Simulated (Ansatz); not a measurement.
# Bands, cutoff and cost in G0W0 for Ta2O5 (Pmmm)

How do accuracy and time trade against each other in G0W0 on Ta2O5 (Pmmm)?

Method: G0W0 on PBE, plane waves, PAW, in Ansatz 0.2.0.

### 1. Set-up

The structure is orthorhombic, space group Pmmm (No. 47). The conventional cell has a = 3.677 Å, b = 3.897 Å, c = 6.217 Å, α = 90.00°, β = 90.00°, γ = 90.00°. Nearest to Ta lie 6 O at 1.95 to 2.15 Å. Nearest to Ta lie 6 O at 1.84 to 2.00 Å. O has 3 Ta at 2.00 to 2.15 Å nearest. Nearest to O lie 2 Ta at 1.95 Å. O has 2 Ta at 1.84 Å nearest. Nearest to O lie 2 Ta at 1.95 Å. Farther neighbours and most contacts between anions are not listed.

Geometry: measured cell, ions relaxed with PBE. The runs that relaxed it are not among those shown. Spin-orbit coupling is left out unless a step names it.

### 2. 233 empty bands, screening to 110 eV

Now the one-shot GW correction: screening in the RPA, then the self-energy of the levels asked for. This step takes hard PAW files.

Contents of input.yaml:

```yaml
crystal:
  lattice:
    - [3.677, 0.0, 0.0]
    - [0.0, 3.897, 0.0]
    - [0.0, 0.0, 6.217]
  atoms:
    - { symbol: Ta, position: [0.5, 0.0, 0.5] }
    - { symbol: Ta, position: [0.0, 0.0, 0.0] }
    - { symbol: O, position: [0.0, 0.0, 0.3220028454] }
    - { symbol: O, position: [0.0, 0.0, 0.6779971546] }
    - { symbol: O, position: [0.5, 0.5, 0.5] }
    - { symbol: O, position: [0.5, 0.0, 0.0] }
    - { symbol: O, position: [0.0, 0.5, 0.0] }
kpoints:
  mp_grid: { grid: [6, 6, 4] }
hamiltonian:
  xc: pbe
  pseudopotentials: { kind: paw, source: ansatz }
scf:
  occupations: { method: fixed }
gw:
  n_empty_bands: 233
  ecut_chi: 110.0
  qp_bands: [v2, c2]
  qp_kpoints: band_edges
  screening: { model: contour_deformation }
```

Command:

```sh
> ansatz run input.yaml --threads 4 --pin off --max-ram 138240MiB --backend cuda --events-out ev --progress --plain --runs-dir out --devices 1 --max-vram 26GiB
```

Numbers of over 12 decimals in the logs are rounded to 6 here.

Output:

```text
GPUs: using 1 of 1 available (devices: 1).
Engine: ansatz 0.2.0, x86_64-unknown-linux-gnu
Pseudopotentials: kind: paw
Pseudopotential: Ta, paw, valence charge 27, recommended cutoff 520 eV (normal), Ta.paw.azcp
Pseudopotential: O, paw, valence charge 6, recommended cutoff 930 eV (normal), O.paw.azcp
Functional definition: PBE
  parameter kappa = 0.804
  parameter beta = 0.066725
  exchange = pbe_x(kappa = kappa, mu = beta*pi^2/3)
  correlation = pbe_c(beta = beta)
device memory: the entry about to start is reckoned to put 7.1 GiB on a device that reports 54.3 GiB free (of which the cap on the GPU budget leaves the run 26.0 GiB)
GPU FFT provider: cuFFT
GPU libraries: cuBLAS 13.8.2, cuFFT 12.4.0, cuSOLVER 12.3.4
Crystal: 7 atoms, lattice volume = 89.085 Å³
Basis set: ecut = 930 eV, 5767 PW (Γ)
Bands: 51, of which v1, the nominal top of the filled ones, is band 42 counted from 1 (41 counted from 0)
Symmetry: 8 space group operations
Space group: Pmmm (ITA 47), of the structure as read, at distance tolerance 4.5e-5 Å
k-points: 48 of 144
Non-local potential: Ta, projectors of the file, l = 0: 3, l = 1: 3, l = 2: 2, l = 3: 3
Non-local potential: O, projectors of the file, l = 0: 2, l = 1: 2, l = 2: 1
PAW form: soft (Blöchl's): semilocal exchange-correlation on the pseudo side does not see the compensation charge
PAW one-centre angular grid: Ta, 590 points (default); XC on 96 Gauss nodes
PAW one-centre angular grid: O, 110 points (default); XC on 64 Gauss nodes
Initial density: superposition of atomic densities (chi_scale 0.1, normalization cell, long waves kept (reshape's long-wave potential 0.02 eV rms))
Initial wavefunctions: pseudopotential atomic-orbital guess
GPU buffer pool allocated for 145800 grid points (all kernels)
GPU transforms: local potential and band sums: pruned to the plane-wave sphere, on 40×45×64
Functional: x = pbe(κ = 0.804, μ = 0.219515), c = pbe(β = 0.066725)
SCF iter   1: F=—  HF=-36407.288878 eV  |F-HF|=—  |Δ(HF+E_count)|=         —  Δρ=8.42e-2  dr2=5.34e0  ethr=3.10e-3  ⟨swp⟩=3.6  Hψ=8018  notcnv=0  defer=251
preconditioner: auto → Resta (q_TF=auto, 2.702 Å⁻¹)  ε∞=3.6  [insulator: Δε(μ)=1.609 eV  Ē_g=21.638 eV  n_scr=36 (ndim 8)  ℏωp=35.2 eV  f_vac=0.090  ε∞_Penn≈3.6]
SCF iter   2: F=—  HF=-36405.805724 eV  |F-HF|=—  |Δ(HF+E_count)|=    1.48e0  Δρ=4.09e-2  dr2=1.22e0  ethr=3.10e-3  ⟨swp⟩=2.4  Hψ=4865  notcnv=0  defer=293
SCF iter   3: F=—  HF=-36405.482216 eV  |F-HF|=—  |Δ(HF+E_count)|=   3.24e-1  Δρ=1.48e-2  dr2=1.56e-1  ethr=1.45e-3  ⟨swp⟩=2.0  Hψ=4237  notcnv=0  defer=325
SCF iter   4: F=—  HF=-36405.446701 eV  |F-HF|=—  |Δ(HF+E_count)|=   3.55e-2  Δρ=5.30e-3  dr2=2.91e-2  ethr=1.85e-4  ⟨swp⟩=2.9  Hψ=4535  notcnv=0  defer=334
SCF iter   5: F=—  HF=-36405.455500 eV  |F-HF|=—  |Δ(HF+E_count)|=   8.80e-3  Δρ=4.07e-3  dr2=1.03e-2  ethr=3.47e-5  ⟨swp⟩=2.2  Hψ=4570  notcnv=0  defer=336
SCF iter   6: F=—  HF=-36405.456550 eV  |F-HF|=—  |Δ(HF+E_count)|=   1.05e-3  Δρ=8.04e-4  dr2=5.78e-4  ethr=1.23e-5  ⟨swp⟩=2.0  Hψ=3396  notcnv=0  defer=336
SCF iter   7: F=—  HF=-36405.456983 eV  |F-HF|=—  |Δ(HF+E_count)|=   4.33e-4  Δρ=4.97e-4  dr2=2.08e-4  ethr=6.88e-7  ⟨swp⟩=3.2  Hψ=4255  notcnv=0  defer=320
SCF iter   8: F=—  HF=-36405.457092 eV  |F-HF|=—  |Δ(HF+E_count)|=   1.09e-4  Δρ=2.31e-4  dr2=4.08e-5  ethr=2.47e-7  ⟨swp⟩=2.0  Hψ=3561  notcnv=0  defer=82
SCF iter   9: F=—  HF=-36405.457124 eV  |F-HF|=—  |Δ(HF+E_count)|=   3.17e-5  Δρ=5.50e-5  dr2=2.06e-6  ethr=4.86e-8  ⟨swp⟩=2.0  Hψ=4392  notcnv=0  defer=68
SCF iter  10: F=—  HF=-36405.457127 eV  |F-HF|=—  |Δ(HF+E_count)|=   2.57e-6  Δρ=2.41e-5  dr2=3.99e-7  ethr=2.45e-9  ⟨swp⟩=2.0  Hψ=4416  notcnv=0  defer=71
SCF iter  11: F=—  HF=-36405.457127 eV  |F-HF|=—  |Δ(HF+E_count)|=   3.73e-7  Δρ=1.33e-5  dr2=1.62e-7  ethr=1.19e-10  ⟨swp⟩=10.5  Hψ=9274  notcnv=0
SCF iter  12: F=-36405.457127 eV  HF=-36405.457127 eV  |F-HF|=2.79e-9  |Δ(HF+E_count)|=   2.41e-7  Δρ=6.45e-6  dr2=3.53e-8  ethr=1.19e-10  ⟨swp⟩=3.9  Hψ=6201  notcnv=0
SCF 1 converged in 12 iterations: F = -36405.457127 eV  dr2 = 3.53e-8
  greatest PAW one-centre occupation: 0.998 electrons in one spin orbital (limit 2), on the Ta atom at site 0 (counted from 0), in its partial waves of l = 3
device memory: the entry about to start is reckoned to put 7.0 GiB (of the 7.9 GiB reckoned in all, the device holds 0.9 GiB already) on a device that reports 53.4 GiB free (of which the cap on the GPU budget leaves the run 25.2 GiB)
NSCF: frozen V_eff on 48 k-points, pencils in batches of 32, up to order 204
the band table was solved once the SCF had ended and its energy, with any forces and stress, was formed, with the checks that follow a solve (9853 applications of the Hamiltonian). They found nothing against the state; the energy, forces and stress were not computed again (output.eigenvalues in the input reference)
device memory: the entry about to start is reckoned to put 7.3 GiB on a device that reports 54.3 GiB free (of which the cap on the GPU budget leaves the run 26.0 GiB)
NSCF: frozen V_eff on 48 k-points
G₀W₀ screening: q 1/48
[... further progress lines ...]
SCF converged after 12 iterations
Free energy (F): -36405.457127 eV
Harris-Foulkes:  -36405.457127 eV  (|F-HF|=2.79e-9)
Internal energy: -36405.457127 eV  (E = F + TS)
E sigma→0 (E₀):  -36405.457127 eV
Fermi energy:    10.853563 eV
--- Per-component energies (eV) ---
  E_band       = -650.469800
  E_kinetic    = 2208.922653
  E_local      = -24669.059640  (includes V_loc(G=0)·N_el)
  E_nonlocal   = 5384.614644
  E_hartree    = 8478.342900
  E_xc         = -1648.278750
  E_vxc        = -1162.030771  (∫ρ·V_xc dr)
  E_paw        = -15440.375501  (= ΣΔE_a)
  E_vpaw       = 630.397190  (= ΣTr[D̂ρ^β])
  E_aug_tail   = -0.000011  (compensation charges beyond the density's cutoff)
  E_ewald      = -10719.623423
  E_smearing   = -0.000000  (= −TS)
  E_closure    = -0.000000  (closes the sum)
  Σ components = -36405.457127   (vs F -36405.457127, Δ=0.00e0)
--- Band table (eV; the first three rows and the last of 48) ---
  k-point 0: bands = [... 38 lower, 9.3525, 10.0247, 10.0363, 10.2270, 11.3438, 11.7472, 12.1263, 13.1027, ... 5 higher]
  k-point 1: bands = [... 38 lower, 8.8810, 9.7049, 10.0237, 10.2250, 11.7560, 11.7811, 12.2601, 13.2606, ... 5 higher]
  k-point 2: bands = [... 38 lower, 8.8320, 9.5998, 10.0122, 10.2231, 11.7649, 12.2208, 12.4156, 13.2461, ... 5 higher]
  k-point 47: bands = [... 38 lower, 7.7216, 8.3958, 9.9533, 10.8536, 11.8645, 14.1464, 14.3069, 15.1535, ... 5 higher]
--- G₀W₀: contour deformation, 8 samples at zero and on the imaginary axis and 2 off it, 144 q-points, 233 empty bands' worth ---
  eigenvalues of the whole cell's RPA ε∞ on this k-mesh (on a slab, of 1 + 4πα/V) = 5.5102, 6.6330, 8.0994; static W/v taken at q = 0 is 0.147658
  gw.qp_kpoints: band_edges: 27 of 48 stored k-points solved, in 1 pass; an edge of the gap read off the rows below is read off those points alone
    valence top: of the k-points left out ik 1 came nearest to being solved in a further pass, in band 42 (counted from 1, as in the quasiparticle table): it holds the edge there only if its correction is more favourable than any solved in that band by at least 0.600 eV; those differ by 0.166 eV
    conduction bottom: of the k-points left out ik 1 came nearest to being solved in a further pass, in band 44 (counted from 1, as in the quasiparticle table): it holds the edge there only if its correction is more favourable than any solved in that band by at least 0.639 eV; those differ by 0.300 eV
    ik  band        ε_KS         Σx   Σc(E_QP)       V_xc       Z   E_QP_lin       E_QP  E_QP is
     0    41     10.0363   -28.1135     4.8073   -22.9183  0.7353     9.6422     9.6484  root
     0    42     10.2270   -26.5523     4.9475   -21.2452  0.7081     9.8610     9.8673  root
     0    43     11.3438   -11.2564    -5.1475   -16.9190  0.7586    11.8631    11.8589  root
     0    44     11.7472   -13.4777    -4.6993   -18.8017  0.7717    12.3774    12.3718  root
     3    41      9.7136   -26.4385     4.6960   -21.3778  0.7085     9.3420     9.3489  root
     3    42      9.8891   -26.0116     4.4991   -21.2343  0.7203     9.6081     9.6109  root
     3    43     11.4289   -11.2726    -5.1825   -16.9703  0.7557    11.9487    11.9442  root
     3    44     12.5867   -14.5151    -4.5585   -19.7698  0.7541    13.2926    13.2829  root
     6    41      9.6181   -27.3429     4.6811   -22.4229  0.7320     9.3777     9.3792  root
     6    42      9.9852   -25.7864     4.7628   -20.7442  0.7107     9.7028     9.7057  root
     6    43     11.5402   -11.2621    -5.3115   -17.1000  0.7517    12.0722    12.0668  root
     6    44     13.1451   -13.3974    -4.9673   -19.1341  0.7821    13.9228    13.9146  root
     9    41      9.6351   -27.4915     4.6700   -22.5878  0.7341     9.4000     9.4014  root
     9    42     10.0737   -25.9582     4.8409   -20.8547  0.7106     9.8087     9.8111  root
     9    43     11.5873   -11.2749    -5.3697   -17.1767  0.7496    12.1253    12.1194  root
     9    44     13.1595   -13.4137    -4.9779   -19.1637  0.7818    13.9399    13.9316  root
    12    41      9.8805   -25.2593     5.0088   -19.8459  0.6855     9.4704     9.4760  root
    12    42      9.9839   -25.8356     4.5775   -20.9605  0.7163     9.6830     9.6863  root
    12    43     11.6230   -12.3323    -5.0993   -17.9937  0.7458    12.1927    12.1852  root
    12    44     11.9174   -13.9668    -4.5990   -19.1924  0.7525    12.5516    12.5439  root
    15    41      9.8739   -25.5131     4.4964   -20.7145  0.7143     9.5681     9.5718  root
    15    42      9.9180   -25.6912     4.9908   -20.3197  0.6918     9.5321     9.5372  root
    15    43     11.6582   -12.1575    -5.1815   -17.8979  0.7451    12.2245    12.2170  root
    15    44     12.6348   -14.6208    -4.5971   -19.8968  0.7333    13.3201    13.3138  root
[...]
46    41      9.9796   -25.9284     4.8475   -20.8123  0.7086     9.7084     9.7110  root
    46    42     10.8532   -26.5109     4.9656   -21.2542  0.7143    10.5589    10.5622  root
    46    43     11.5963   -12.4949    -5.5253   -18.6384  0.7414    12.2242    12.2144  root
    46    44     14.2245   -16.0059    -4.8963   -21.7898  0.7505    15.1284    15.1120  root
    47    41      9.9533   -26.0527     4.8677   -20.9340  0.7091     9.7000     9.7022  root
    47    42     10.8536   -26.5140     4.9680   -21.2548  0.7142    10.5590    10.5624  root
    47    43     11.8645   -12.7723    -5.6713   -19.0780  0.7307    12.5100    12.4987  root
    47    44     14.1464   -15.9265    -4.9817   -21.7964  0.7523    15.0516    15.0347  root
```

Elapsed: 87 s, on 1 × NVIDIA H100 80GB HBM3 (shared by 3 runs) with 4 threads of AMD EPYC 7R13 (Zen 3), shared host; peak memory 3 GiB; 2.7 min of CPU time.

The column dr2 measures how far the density is from self-consistency, as an energy; F and HF (Harris–Foulkes) agree once it is small.

This step gave:

```yaml
bands_summed: 275
rpa_eps_infinity_on_this_mesh_eigenvalues: 5.510, 6.633, 8.099
plane_waves_in_the_screening_matrix: 231
q_points_in_the_mesh: 144
g0w0_gap_on_the_mesh: 1.169 eV
k_of_the_valence_top: -0.5, -0.5, -0.5
k_of_the_conduction_bottom: -0.5, 0, 0
starting_gap_on_the_mesh: 0.3279 eV
z_at_the_valence_top: 0.7142
z_at_the_conduction_bottom: 0.7677
least_direct_g0w0_gap_on_the_computed_points: 1.349 eV
```

The gap on the mesh goes from 0.33 eV to 1.17 eV, a correction of +0.84 eV. Between the two edge states, bare exchange in place of the xc potential would open the gap by 10.37 eV, and correlation takes back 9.53 eV.

### 3. 529 empty bands, screening to 190 eV

Another rung: the empty bands reach about as high as the screening cutoff, so the two stay in balance.

Edit input.yaml of step 2 so:

```diff
@@ -21,4 +21,4 @@
 gw:
-  n_empty_bands: 233
-  ecut_chi: 110.0
+  n_empty_bands: 529
+  ecut_chi: 190.0
   qp_bands: [v2, c2]
```

Output:

```text
GPUs: using 1 of 1 available (devices: 1).
[...]
GPU FFT provider: cuFFT
GPU libraries: cuBLAS 13.8.2, cuFFT 12.4.0, cuSOLVER 12.3.4
Crystal: 7 atoms, lattice volume = 89.085 Å³
Basis set: ecut = 930 eV, 5767 PW (Γ)
Bands: 51, of which v1, the nominal top of the filled ones, is band 42 counted from 1 (41 counted from 0)
Symmetry: 8 space group operations
[...]
k-points: 48 of 144
[...]
GPU buffer pool allocated for 145800 grid points (all kernels)
[...]
SCF iter   1: F=—  HF=-36407.288878 eV  |F-HF|=—  |Δ(HF+E_count)|=         —  Δρ=8.42e-2  dr2=5.34e0  ethr=3.10e-3  ⟨swp⟩=3.6  Hψ=8018  notcnv=0  defer=251
[...]
SCF iter  12: F=-36405.457127 eV  HF=-36405.457127 eV  |F-HF|=2.79e-9  |Δ(HF+E_count)|=   2.41e-7  Δρ=6.45e-6  dr2=3.53e-8  ethr=1.19e-10  ⟨swp⟩=3.9  Hψ=6201  notcnv=0
SCF 1 converged in 12 iterations: F = -36405.457127 eV  dr2 = 3.53e-8
[...]
NSCF: frozen V_eff on 48 k-points, pencils in batches of 32, up to order 204
[...]
NSCF: frozen V_eff on 48 k-points
G₀W₀ screening: q 1/48
[... further progress lines ...]
SCF converged after 12 iterations
Free energy (F): -36405.457127 eV
[...]
Internal energy: -36405.457127 eV  (E = F + TS)
E sigma→0 (E₀):  -36405.457127 eV
Fermi energy:    10.853563 eV
[...]
--- Band table (eV; the first three rows and the last of 48) ---
  k-point 0: bands = [... 38 lower, 9.3525, 10.0247, 10.0363, 10.2270, 11.3438, 11.7472, 12.1263, 13.1027, ... 5 higher]
  k-point 1: bands = [... 38 lower, 8.8810, 9.7049, 10.0237, 10.2250, 11.7560, 11.7811, 12.2601, 13.2606, ... 5 higher]
  k-point 2: bands = [... 38 lower, 8.8320, 9.5998, 10.0122, 10.2231, 11.7649, 12.2208, 12.4156, 13.2461, ... 5 higher]
  k-point 47: bands = [... 38 lower, 7.7216, 8.3958, 9.9533, 10.8536, 11.8645, 14.1464, 14.3069, 15.1535, ... 5 higher]
[...]
`?` marks the rows in doubt; gw_qp.tsv's column doubts and the gw_qp event give each row's grounds
[...]
0    41     10.0363   -28.1135     4.4888   -22.9183  0.7321     9.3167     9.3300  root
     0    42     10.2270   -26.5523     4.6841   -21.2452  0.7026     9.5877     9.6039  root
     0    43     11.3438   -11.2564    -5.2968   -16.9190  0.7566    11.7145    11.7096  root
     0    44     11.7472   -13.4777    -4.8854   -18.8017  0.7691    12.1956    12.1858  root
     3    41      9.7136   -26.4385     4.4355   -21.3778  0.7033     9.0744     9.0884  root
     3    42      9.8891   -26.0116     4.2134   -21.2343  0.7153     9.3179     9.3252  root
     3    43     11.4289   -11.2726    -5.3321   -16.9703  0.7537    11.7996    11.7945  root
     3    44     12.5867   -14.5151    -4.7635   -19.7698  0.7503    13.0814    13.0779  root
[...]
15    44     12.6348   -14.6208    -4.8137   -19.8968  0.7290    13.1031    13.0972  root ?
[...]
44    43     11.8443   -12.7619    -5.8267   -19.0393  0.7283    12.3111    12.2949  root ?
[...]
46    44     14.2245   -16.0059    -5.1343   -21.7898  0.7461    14.8822    14.8741  root
    47    41      9.9533   -26.0527     4.5915   -20.9340  0.7034     9.4182     9.4261  root
    47    42     10.8536   -26.5140     4.6829   -21.2548  0.7088    10.2642    10.2772  root
    47    43     11.8645   -12.7723    -5.8534   -19.0780  0.7276    12.3336    12.3166  root ?
    47    44     14.1464   -15.9265    -5.2151   -21.7964  0.7480    14.8098    14.8012  root
```

The job ended after 4.6 min (1 × NVIDIA H100 80GB HBM3 (shared by 3 runs) with 4 threads; peak memory 6.5 GiB; 9 min of CPU time).

Numbers from this step:

| Item | Value |
| --- | --- |
| bands summed | 571 |
| RPA ε∞ on this mesh (eigenvalues) | 5.477, 6.579, 8.074 |
| plane waves in the screening matrix | 513 |
| q-points in the mesh | 144 |
| G0W0 gap on the mesh | 1.279 eV |
| k of the valence top | -0.5, -0.5, -0.5 |
| k of the conduction bottom | -0.5, 0, 0 |
| starting gap on the mesh | 0.3279 eV |
| Z at the valence top | 0.7088 |
| Z at the conduction bottom | 0.7647 |
| least direct G0W0 gap on the computed points | 1.471 eV |

Against the run with 6×6×4 mesh, 233 empty bands, screening to 110 eV, hard PAW files, the gap moves by +0.11 eV.

(Part 1 of 2 ends here.)

[Paths, hosts, dates, memory and timing lines, banners, echoed tables and standing remarks are left out of the program output.]

[Logs are printed without paths, hosts, clocks, repeated set-up lines and the standing remarks that a program may print on its own settings, such as how far it seeks lower states.]

[Runs of the session that timed out or met a known fault of the program may be left out.]

[Cells called generated may have been cut or substituted from an entry of the Crystallography Open Database or the Materials Project.]

[Hosts, paths, dates, database ids (printed as entryN), source tags and the programs' standing remarks are cut or masked in the printed files.]
